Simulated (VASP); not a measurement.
# SiC (Moissanite 6H) (P6_3mc) in VASP: a series of runs

One crystal, SiC (Moissanite 6H), is run at these levels: PBEsol; tasks: relaxation of cell and atoms.

Everything below comes from runs of VASP 6.6.1. Logs are shortened: lines on timing, memory, paths and dates and some standing lists are left out, and cuts for length are marked.

### 1 The crystal as given

Symmetry: P6_3mc, No. 186, hexagonal system. Conventional cell: a = 3.095 Å, b = 3.095 Å, c = 15.170 Å, α = 90.00°, β = 90.00°, γ = 120.00°. Around Si (site symmetry 3m) lie 4 C at 1.90 Å. Around Si (site symmetry 3m) lie 4 C at 1.90 Å. Si (site symmetry 3m) is surrounded by 4 C at 1.90 Å. C (site symmetry 3m) is surrounded by 4 Si at 1.90 Å. C (site symmetry 3m) has 4 Si at 1.90 Å as nearest neighbours. C (site symmetry 3m) has 4 Si at 1.90 Å as nearest neighbours.

### 2 Relaxation of cell and atoms, PBEsol

INCAR

```
SYSTEM = SiC
PREC     = Accurate       ! precision mode
ENCUT    = 600            ! plane-wave cutoff, eV
EDIFF    = 1E-6           ! SCF threshold, eV
ISMEAR   = 0              ! smearing method
SIGMA    = 0.03           ! smearing width, eV
LREAL    = .False.        ! projectors in reciprocal space
LASPH    = .True.         ! aspherical terms in the spheres
NELM     = 80             ! most SCF steps
ALGO     = Normal         ! electronic algorithm
ISIF     = 3              ! what is computed and relaxed
LWAVE    = .False.        ! write WAVECAR
LCHARG   = .False.        ! write CHGCAR
GGA      = PS             ! functional
IBRION   = 2              ! ionic algorithm
NSW      = 90             ! ionic steps
EDIFFG   = -0.01          ! ionic threshold
KPAR     = 8
```

KPOINTS

```
Automatic mesh
0
Gamma
  12 12 2
  0 0 0
```

POSCAR

```
SiC
1.0
    3.0950000000      0.0000000000      0.0000000000
   -1.5475000000      2.6803486247      0.0000000000
    0.0000000000      0.0000000000     15.1700000000
Si C
6 6
Direct
    0.0000000000      0.0000000000      0.1250000000
    0.0000000000      0.0000000000      0.6250000000
    0.3333333333      0.6666666667      0.2917000000
    0.6666666667      0.3333333333      0.7917000000
    0.3333333333      0.6666666667      0.9583000000
    0.6666666667      0.3333333333      0.4583000000
    0.0000000000      0.0000000000      0.0000000000
    0.0000000000      0.0000000000      0.5000000000
    0.3333333333      0.6666666667      0.1667000000
    0.6666666667      0.3333333333      0.6667000000
    0.3333333333      0.6666666667      0.8333000000
    0.6666666667      0.3333333333      0.3333000000
```

Potentials or basis: VASP PAW PBE potentials, release 64 (Si, C).

The run is started by

```sh
$ cat potpaw_PBE.64/Si/POTCAR potpaw_PBE.64/C/POTCAR > POTCAR
$ mpirun -np 8 vasp_std > vasp.out
```

OUTCAR:

```text
SYSTEM = SiC
   PREC = Accurate
   ENCUT = 600
   EDIFF = 1E-6
   ISMEAR = 0
   LREAL = .False.
   LASPH = .True.
   NELM = 80
   ISIF = 3
   GGA = PS
   IBRION = 2
   NSW = 90
   EDIFFG = -0.01

 ion  position               nearest neighbor table
   1  0.000  0.000  0.125-   9 1.90   9 1.90   9 1.90   7 1.90   5 3.10   3 3.10   3 3.10   5 3.10
                             5 3.10   3 3.10
   2  0.000  0.000  0.625-  10 1.90  10 1.90  10 1.90   8 1.90   6 3.10   4 3.10   6 3.10   4 3.10
                             4 3.10   6 3.10
   3  0.333  0.667  0.292-  12 1.90  12 1.90  12 1.90   9 1.90   6 3.10   6 3.10   6 3.10   1 3.10
                             1 3.10   1 3.10
   4  0.667  0.333  0.792-  11 1.90  11 1.90  11 1.90  10 1.90   5 3.10   5 3.10   5 3.10   2 3.10
                             2 3.10   2 3.10
   5  0.333  0.667  0.958-   7 1.90   7 1.90   7 1.90  11 1.90   4 3.10   4 3.10   4 3.10   1 3.10
                             1 3.10   1 3.10
   6  0.667  0.333  0.458-   8 1.90   8 1.90   8 1.90  12 1.90   3 3.10   3 3.10   3 3.10   2 3.10
                             2 3.10   2 3.10
   7  0.000  0.000  0.000-   5 1.90   5 1.90   5 1.90   1 1.90
   8  0.000  0.000  0.500-   6 1.90   6 1.90   6 1.90   2 1.90
   9  0.333  0.667  0.167-   1 1.90   1 1.90   1 1.90   3 1.90
  10  0.667  0.333  0.667-   2 1.90   2 1.90   2 1.90   4 1.90
  11  0.333  0.667  0.833-   4 1.90   4 1.90   4 1.90   5 1.90
  12  0.667  0.333  0.333-   3 1.90   3 1.90   3 1.90   6 1.90

  LATTYP: Found a hexagonal cell.
 ALAT       =     3.0950000000
 C/A-ratio  =     4.9014539580

  Lattice vectors:

 A1 = (   3.0950000000,   0.0000000000,   0.0000000000)
 A2 = (  -1.5475000000,   2.6803486247,   0.0000000000)
 A3 = (   0.0000000000,   0.0000000000,  15.1700000000)

Analysis of symmetry for initial positions (statically):
=====================================================================
 Subroutine PRICEL returns:
 Original cell was already a primitive cell.

 Routine SETGRP: Setting up the symmetry group for a
 hexagonal supercell.

 Subroutine GETGRP returns: Found 12 space group operations
 (whereof  6 operations were pure point group operations)
 out of a pool of 24 trial point group operations.

The static configuration has the point symmetry C_3v.
 The point group associated with its full space group is C_6v.

Analysis of symmetry for dynamics (positions and initial velocities):
=====================================================================
 Subroutine PRICEL returns:
 Original cell was already a primitive cell.

 Routine SETGRP: Setting up the symmetry group for a
 hexagonal supercell.

 Subroutine GETGRP returns: Found 12 space group operations
 (whereof  6 operations were pure point group operations)
 out of a pool of 24 trial point group operations.

The dynamic configuration has the point symmetry C_3v.
 The point group associated with its full space group is C_6v.

 Subroutine INISYM returns: Found 12 space group operations
 (whereof  6 operations are pure point group operations),
 and found     1 'primitive' translations

----------------------------------------------------------------------------------------

                                     Primitive cell

  volume of cell :     125.8455

  direct lattice vectors                    reciprocal lattice vectors
     3.095000000  0.000000000  0.000000000     0.323101777  0.186542898  0.000000000
    -1.547500000  2.680348625  0.000000000     0.000000000  0.373085796  0.000000000
     0.000000000  0.000000000 15.170000000     0.000000000  0.000000000  0.065919578

  length of vectors
     3.095000000  3.095000000 15.170000000     0.373085796  0.373085796  0.065919578

  position of ions in fractional coordinates (direct lattice)
     0.000000000  0.000000000  0.125000000
     0.000000000  0.000000000  0.625000000
     0.333333333  0.666666667  0.291700000
     0.666666667  0.333333333  0.791700000
     0.333333333  0.666666667  0.958300000
     0.666666667  0.333333333  0.458300000
     0.000000000  0.000000000  0.000000000
     0.000000000  0.000000000  0.500000000
     0.333333333  0.666666667  0.166700000
     0.666666667  0.333333333  0.666700000
     0.333333333  0.666666667  0.833300000
     0.666666667  0.333333333  0.333300000

  ion indices of the primitive-cell ions
   primitive index   ion index
                 1           1
                 2           2
                 3           3
                 4           4
                 5           5
                 6           6
                 7           7
                 8           8
                 9           9
                10          10
                11          11
                12          12

----------------------------------------------------------------------------------------

 KPOINTS: Automatic mesh

Automatic generation of k-mesh.
 Grid dimensions read from file:
 generate k-points for:   12   12    2

 Generating k-lattice:

  Cartesian coordinates                     Fractional coordinates (reciprocal lattice)
     0.026925148  0.015545241  0.000000000     0.083333333  0.000000000  0.000000000
     0.000000000  0.031090483  0.000000000     0.000000000  0.083333333  0.000000000
     0.000000000  0.000000000  0.032959789     0.000000000  0.000000000  0.500000000

  Length of vectors
     0.031090483  0.031090483  0.032959789

  Shift w.r.t. Gamma in fractional coordinates (k-lattice)
     0.000000000  0.000000000  0.000000000

 Subroutine IBZKPT returns following result:
 ===========================================

 Found     38 irreducible k-points:

 Following reciprocal coordinates:
            Coordinates               Weight
  0.000000  0.000000  0.000000      1.000000
  0.083333  0.000000  0.000000      6.000000
  0.166667  0.000000  0.000000      6.000000
  0.250000  0.000000  0.000000      6.000000
  0.333333  0.000000  0.000000      6.000000
  0.416667 -0.000000  0.000000      6.000000
[... 16 lines left out ...]
  0.250000  0.000000  0.500000      6.000000
  0.333333  0.000000  0.500000      6.000000
 [... further k-points ...]
   k-points           NKPTS =     38   k-points in BZ     NKDIM =     38   number of bands    NBANDS=     31
   number of dos      NEDOS =    301   number of ions     NIONS =     12
   total plane-waves  NPLWV =  98784
   dimension x,y,z NGX =    28 NGY =   28 NGZ =  126
   dimension x,y,z NGXF=    56 NGYF=   56 NGZF=  252
   ions per type =               6   6
   NGX,Y,Z   is equivalent  to a cutoff of  15.04, 15.04, 13.81 a.u.
   NGXF,Y,Z  is equivalent  to a cutoff of  30.08, 30.08, 27.62 a.u.
 SYSTEM =  SiC
   PREC   = accura    normal or accurate (medium, high low for compatibility)
   ISTART =      0    job   : 0-new  1-cont  2-samecut
   ICHARG =      2    charge: 1-file 2-atom 10-const
   ISPIN  =      1    spin polarized calculation?
   LNONCOLLINEAR =      F non collinear calculations
   LSORBIT =      F    spin-orbit coupling
   LASPH  =      T    aspherical Exc in radial PAW
   ENCUT  =  600.0 eV  44.10 Ry    6.64 a.u.   6.18  6.18 30.30*2*pi/ulx,y,z
   NELM   =     80;   NELMIN=  2; NELMDL= -5     # of ELM steps
   EDIFF  = 0.1E-05   stopping-criterion for ELM
   LREAL  =      F    real-space projection
   EDIFFG = -.1E-01   stopping-criterion for IOM
   NSW    =     90    number of steps for IOM
   IBRION =      2    ionic relax: 0-MD 1-quasi-New 2-CG
   NFREE  =      1    steps in history (QN), initial steepest desc. (CG)
   ISIF   =      3    stress and relaxation
   ISYM   =      2    0-nonsym 1-usesym 2-fastsym
   POTIM  = 0.5000    time-step for ionic-motion
   TEBEG  =    0.0;   TEEND  =   0.0 temperature during run
   PSTRESS=    0.0 pullay stress
   NELECT =      48.0000    total number of electrons
   NUPDOWN=      -1.0000    fix difference up-down
   EMIN   =  10.00;   EMAX   =-10.00  energy-range for DOS
   EFERMI =   0.00;   METHOD = LEGACY
   ISMEAR =     0;   SIGMA  =   0.03  broadening in eV -4-tet -1-fermi 0-gaus
   EFERMI_NEDOS =   21; number of points for ismear=-14 and -15
   IALGO  =     38    algorithm
   IMIX   =      4    mixing-type and parameters
     AMIX     =   0.40;   BMIX     =  1.00
     AMIX_MAG =   1.60;   BMIX_MAG =  1.00
  volume/ion in A,a.u.               =      10.49        70.77
  Fermi-wavevector in a.u.,A,eV,Ry     =   1.187252  2.243580 19.178312  1.409566
  Thomas-Fermi vector in A             =   2.323407
   LORBIT       =      0    0 simple, 1 ext, 2 COOP (PROOUT), +10 PAW based schemes
   GGA     = PS    functional components
   LHFCALC =     F    Hartree Fock is set to
   AEXX    =    0.0000 exact exchange contribution
   IVDW    =     0    specifies the selected vdW correction
   LEPSILON=     F    determine dielectric tensor
   LRPA    =     F    only Hartree local field effects (RPA)
 conjugate gradient relaxation of ions
 non-spin polarized calculation
 Gauss-broadening in eV      SIGMA  =   0.03
  energy-cutoff  :      600.00
  volume of cell :      125.85
 maximum number of plane-waves:      4225
 NGX is ok and might be reduce to    28
   NGX = 13   NGY = 13   NGZ = 61

--------------------------------------- Ionic step        1  -------------------------------------------

 number of electron      47.9999999 magnetization

 Free energy of the ion-electron system (eV)
  ---------------------------------------------------
  ext. energy  EPLUGINS =         0.00000000
  ---------------------------------------------------
  free energy    TOTEN  =       -95.49679570 eV

  energy without entropy =      -95.49679570  energy(sigma->0) =      -95.49679570

------------------------ aborting loop because EDIFF is reached ----------------------------------------

  FORCE on cell =-STRESS in cart. coord.  units (eV):
  Direction    XX          YY          ZZ          XY          YZ          ZX
  --------------------------------------------------------------------------------------
  -------------------------------------------------------------------------------------
  Total       -2.5139373     -2.5139373     -1.9016838      0.0000000      0.0000000     -0.0000000
  in kB      -32.0057124    -32.0057124    -24.2109242      0.0000000      0.0000000     -0.0000000
  external PRESSURE =     -29.4074497 kB  Pullay stress =       0.0000000 kB
[... 261 lines left out ...]
  energy  without entropy=      -95.5137553246  energy(sigma->0) =      -95.51375532

--------------------------------------- Ionic step        7  -------------------------------------------

 number of electron      47.9999999 magnetization

 Free energy of the ion-electron system (eV)
  ---------------------------------------------------
  ext. energy  EPLUGINS =         0.00000000
  ---------------------------------------------------
  free energy    TOTEN  =       -95.51376234 eV

  energy without entropy =      -95.51376234  energy(sigma->0) =      -95.51376234

 E-fermi :   8.2619     XC(G=0): -11.5036

 val. band max:        8.1026171897   @ k =   0.0000   0.0000   0.0000
 cond. band min:      10.0149515061   @ k =   0.5000   0.0000   0.0000
 fundamental gap:      1.9123343165
 Fermi energy:         8.2619283325

 k-point     1 :       0.0000    0.0000    0.0000
  band No.  band energies     occupation
      1      -7.3750      2.00000
      2      -6.8510      2.00000
      3      -6.8157      2.00000
      4      -5.3109      2.00000
      5      -5.2828      2.00000
      6      -3.7704      2.00000
[... 805 lines left out ...]
     30      13.3181      0.00000
     31      14.1116      0.00000

 [... further k-points ...]
[... 5 lines left out ...]
  --------------------------------------------------------------------------------------
  -------------------------------------------------------------------------------------
  Total        0.0054409      0.0054409     -0.0108001      0.0000000      0.0000000      0.0000000
  in kB        0.0702234      0.0702234     -0.1393925      0.0000000      0.0000000      0.0000000
  external PRESSURE =       0.0003514 kB  Pullay stress =       0.0000000 kB
[... 27 lines left out ...]
  FREE ENERGIE OF THE ION-ELECTRON SYSTEM (eV)
  ---------------------------------------------------
  free  energy   TOTEN  =       -95.5137623405 eV

  energy  without entropy=      -95.5137623405  energy(sigma->0) =      -95.51376234

 reached required accuracy - stopping structural energy minimisation
```

Run time: 2.1 min. Hardware: 8 MPI ranks of Intel Xeon Platinum 8488C (Sapphire Rapids), shared host; peak memory 0.4 GiB.

Results:

| Item | Value |
| --- | --- |
| Free energy | -95.5138 eV |
| Relaxed volume | 10.34 Å³/atom |
| Relaxed cell | a = 3.080 Å, b = 3.080 Å, c = 15.112 Å, α = 90.00°, β = 90.00°, γ = 120.00° |
| Space group after relaxing (to 0.05 Å) | P6_3mc (No. 186) |
| Energy gained by relaxing | 1.4 meV/atom |
| Ionic steps | 7 |
| Pressure after relaxing | 0.0 GPa |
| Band gap on the k mesh | 1.91 eV, indirect (least direct gap 3.02 eV) |

Step by step:
```
step  energy change (eV)  largest force (eV/Å)  pressure (GPa)  volume (Å³)
   1              0.0000                0.1430           -2.94       125.85
   2              0.0019                0.1145            3.26       122.37
   3             -0.0168                0.0260            0.00       124.14
   4             -0.0170                0.0142            0.02       124.13
   5             -0.0170                0.0149            0.02       124.13
   6             -0.0170                0.0101           -0.01       124.14
   7             -0.0170                0.0008            0.00       124.14
```

Final structure:
```
Si C
1.0
     3.07983    0.00000    0.00000
    -1.53992    2.66722    0.00000
     0.00000    0.00000   15.11167
Si C
6 6
Cartesian
  0.0000 0.0000 1.8895
  0.0000 0.0000 9.4453
  0.0000 1.7781 4.4099
  1.5399 0.8891 11.9657
  0.0000 1.7781 14.4817
  1.5399 0.8891 6.9259
  0.0000 0.0000 15.1070
  0.0000 0.0000 7.5511
  0.0000 1.7781 2.5210
  1.5399 0.8891 10.0769
  0.0000 1.7781 12.5928
  1.5399 0.8891 5.0370
```

Levels at points of the mesh, in eV from the valence-band top:
```csv
k point,band 22,band 23,band 24,band 25,band 26,band 27
"(0.00, 0.00, 0.00)",-0.04,0.00,0.00,5.12,5.29,5.70
"(0.50, 0.00, 0.00)",-1.80,-1.68,-1.10,1.91,2.10,3.10
"(0.00, 0.00, 0.50)",-0.10,-0.10,-0.10,5.18,5.18,5.93
"(0.50, 0.00, 0.50)",-1.73,-1.31,-1.31,1.95,1.95,3.32
```

Caveat: the PAW data sets were made with another functional, which shifts forces and pressure a little. PBEsol gaps usually lie below the measured ones, often by a third to a half.

### 3 Relaxation of cell and atoms, PBEsol

This run uses another cell than the first one, of 10.34 Å³/atom, 0.986 times its volume.

Changes to INCAR since step 2:

```diff
@@ -3,3 +3,3 @@
 ENCUT    = 600            ! plane-wave cutoff, eV
-EDIFF    = 1E-6           ! SCF threshold, eV
+EDIFF    = 1E-7           ! SCF threshold, eV
 ISMEAR   = 0              ! smearing method
@@ -16,3 +16,3 @@
 NSW      = 90             ! ionic steps
-EDIFFG   = -0.01          ! ionic threshold
+EDIFFG   = -0.005         ! ionic threshold
 KPAR     = 8
```

KPOINTS is that of step 2.

POSCAR

```
SiC                                     
1.0
    3.0798348512     -0.0000000000     -0.0000000000
   -1.5399174256      2.6672152206      0.0000000000
    0.0000000000      0.0000000000     15.1116731377
  Si              C             
     6     6
Direct
     0.0000000000000000    0.0000000000000000    0.1250363669738929
     0.0000000000000000    0.0000000000000000    0.6250363669738930
     0.3333333332999970    0.6666666667000030    0.2918190986554899
     0.6666666667000030    0.3333333332999970    0.7918190986554898
     0.3333333332999970    0.6666666667000030    0.9583117383180454
     0.6666666667000030    0.3333333332999970    0.4583117383180455
     0.0000000000000000    0.0000000000000000    0.9996886893865351
     0.0000000000000000    0.0000000000000000    0.4996886893865350
     0.3333333332999970    0.6666666667000030    0.1668269791812151
     0.6666666667000030    0.3333333332999970    0.6668269791812150
     0.3333333332999970    0.6666666667000030    0.8333171274848215
     0.6666666667000030    0.3333333332999970    0.3333171274848215
```

Potentials or basis: VASP PAW PBE potentials, release 64 (Si, C).

The run is started by

```sh
$ cat potpaw_PBE.64/Si/POTCAR potpaw_PBE.64/C/POTCAR > POTCAR
$ mpirun -np 8 vasp_std > vasp.out
```

Wall time 39 s (8 MPI ranks of Intel Xeon Platinum 8488C (Sapphire Rapids), shared host); peak memory 0.36 GiB.

Results (log left out):

```yaml
Free_energy: -95.5121 eV
Pressure_after_relaxing: 0.0 GPa
Band_gap_on_the_k_mesh: 1.91 eV, indirect (least direct gap 3.02 eV)
```

Final structure:
```yaml
crystal:
  lattice:
    - [3.07983, 0.00000, 0.00000]
    - [-1.53992, 2.66722, 0.00000]
    - [0.00000, 0.00000, 15.11167]
  atoms:
    - { symbol: Si, position: [0.00000, 0.00000, 0.12504] }
    - { symbol: Si, position: [0.00000, 0.00000, 0.62504] }
    - { symbol: Si, position: [0.33333, 0.66667, 0.29182] }
    - { symbol: Si, position: [0.66667, 0.33333, 0.79182] }
    - { symbol: Si, position: [0.33333, 0.66667, 0.95831] }
    - { symbol: Si, position: [0.66667, 0.33333, 0.45831] }
    - { symbol: C, position: [0.00000, 0.00000, 0.99969] }
    - { symbol: C, position: [0.00000, 0.00000, 0.49969] }
    - { symbol: C, position: [0.33333, 0.66667, 0.16683] }
    - { symbol: C, position: [0.66667, 0.33333, 0.66683] }
    - { symbol: C, position: [0.33333, 0.66667, 0.83332] }
    - { symbol: C, position: [0.66667, 0.33333, 0.33332] }
```

Levels at points of the mesh, in eV from the valence-band top:
| k point | band 21 | band 22 | band 23 | band 24 | band 25 | band 26 | band 27 | band 28 |
| --- | --- | --- | --- | --- | --- | --- | --- | --- |
| (0.00, 0.00, 0.00) | -0.30 | -0.04 | 0.00 | 0.00 | 5.12 | 5.29 | 5.70 | 6.21 |
| (0.50, 0.00, 0.00) | -1.82 | -1.80 | -1.68 | -1.10 | 1.91 | 2.10 | 3.10 | 3.79 |
| (0.00, 0.00, 0.50) | -0.10 | -0.10 | -0.10 | -0.10 | 5.18 | 5.18 | 5.93 | 5.93 |
| (0.50, 0.00, 0.50) | -1.73 | -1.73 | -1.31 | -1.31 | 1.95 | 1.95 | 3.32 | 3.32 |

Caveat: the relaxation stopped at its first step, so nothing moved; the PAW data sets were made with another functional, which shifts forces and pressure a little. A k mesh can miss the band edges.
